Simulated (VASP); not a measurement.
Write the native input for VASP 6.6.1 that does the following.

- Task: relaxation of the atoms
- Functional: PBEsol
- Potentials or basis: VASP PAW PBE potentials, release 64 (Al, N)
- Cutoff: 600 eV
- k mesh: 12 × 12 × 12
- Occupations: gaussian, width 0.03 eV
- Spin: no spin polarisation
- Further INCAR settings: ALGO = Normal; EDIFF = 1e-07; IBRION = 2; EDIFFG = -0.01; NSW = 40

The structure of AlN lies in POSCAR:

```
AlN                                     
1.0
    0.0000000000      2.0353535285      2.0353535285
    2.0353535285      0.0000000000      2.0353535285
    2.0353535285      2.0353535285      0.0000000000
  Al              N             
     1     1
Direct
     0.5000000000000000    0.5000000000000000    0.5000000000000000
     0.0000000000000000    0.0000000000000000    0.0000000000000000
```

Measurements of this composition are mostly on another form, of space group No. 186.

The cell isn't the ideal one: a relaxed cell with its volume scaled by 1.02.

One way to write it, as run:

INCAR

```
PREC = Accurate
ENCUT = 600
EDIFF = 1E-7
ISMEAR = 0
SIGMA = 0.03
LREAL = F
LASPH = T
NELM = 80
ALGO = Normal
ISIF = 2
LWAVE = F
LCHARG = F
GGA = PS
IBRION = 2
NSW = 40
EDIFFG = -0.01
```

KPOINTS

```
Automatic mesh
0
Gamma
  12 12 12
```

Potentials or basis: VASP PAW PBE potentials, release 64 (Al, N).

Command:

```console
$ cat potpaw_PBE.64/Al/POTCAR potpaw_PBE.64/N/POTCAR > POTCAR
$ mpirun -np 1 vasp_std > vasp.out
```

It gave:

```json
{"Pressure after relaxing": "-5.0 GPa", "Band gap on the k mesh": "4.36 eV, indirect (least direct gap 5.38 eV)"}
```

Caveat: the relaxation stopped at its first step, so nothing moved; the PAW data sets were made with another functional, which shifts forces and pressure a little.

Run time: 4.2 s on 1 thread of Intel(R) Xeon(R) 6975P-C (Granite Rapids), on a shared host, peak memory 0.14 GiB.
